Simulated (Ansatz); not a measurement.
# RuS2: the cost of one run

Program: Ansatz 0.2.0. Level of theory: DFT PBE, scalar-relativistic, plane waves, PAW. These are calculated values, not measurements.

## Step 1: Starting point

The structure is tetragonal, space group P4/mmm (No. 123). The conventional cell has a = 4.125 Å, b = 4.125 Å, c = 2.917 Å, α = 90.00°, β = 90.00°, γ = 90.00°. Ru (site symmetry 4/mmm) has 8 S at 2.53 Å as nearest neighbours. S (site symmetry mmm) is surrounded by 4 Ru at 2.53 Å.

Coordinates:

```cif
data_structure
_symmetry_space_group_name_H-M 'P4/mmm'
_symmetry_Int_Tables_number 123
_cell_length_a 4.1248
_cell_length_b 4.1248
_cell_length_c 2.9167
_cell_angle_alpha 90.000
_cell_angle_beta 90.000
_cell_angle_gamma 90.000
_cell_volume 49.62
loop_
_atom_site_label
_atom_site_type_symbol
_atom_site_symmetry_multiplicity
_atom_site_Wyckoff_symbol
_atom_site_fract_x
_atom_site_fract_y
_atom_site_fract_z
_atom_site_occupancy
Ru1 Ru 1 a 0.00000 0.00000 0.00000 1
S1 S 2 e 0.50000 0.00000 0.50000 1
```

Recipe of the guess: ordered vacancies on the cation sites of caesium chloride (P4/mmm, No. 123). Its size is a rough estimate.

## Step 2: The guess as it stands, on a coarse mesh

Input file input.yaml:

```yaml
crystal:
  lattice:
    - [4.12478767, 0.0, 0.0]
    - [0.0, 4.12478767, 0.0]
    - [0.0, 0.0, 2.91666533]
  atoms:
    - { symbol: Ru, position: [0.0, 0.0, 0.0], spin: 1.0 }
    - { symbol: S, position: [0.5, 0.0, 0.5] }
    - { symbol: S, position: [0.0, 0.5, 0.5] }
basis:
  ecutwfc: 420
kpoints:
  mp_grid: { grid: [4, 4, 6] }
hamiltonian:
  xc: pbe
scf:
  occupations: { method: gaussian, width: 0.1 }
  lower_state_search: "off"
output:
  forces: true
  stress: true
  eigenvalues: true
  populations: true
magnetization:
  spin_polarized: true
```

Launch:

```bash
ansatz run input.yaml --threads 1 --pin off --max-ram 2048MiB --backend cpu --events-out ev --progress --plain --runs-dir out
```

Q: Estimate wall time and peak memory on 1 thread of Intel Xeon Platinum 8488C (Sapphire Rapids), shared host.

About 4.4 s, with a peak of 0.37 GiB.
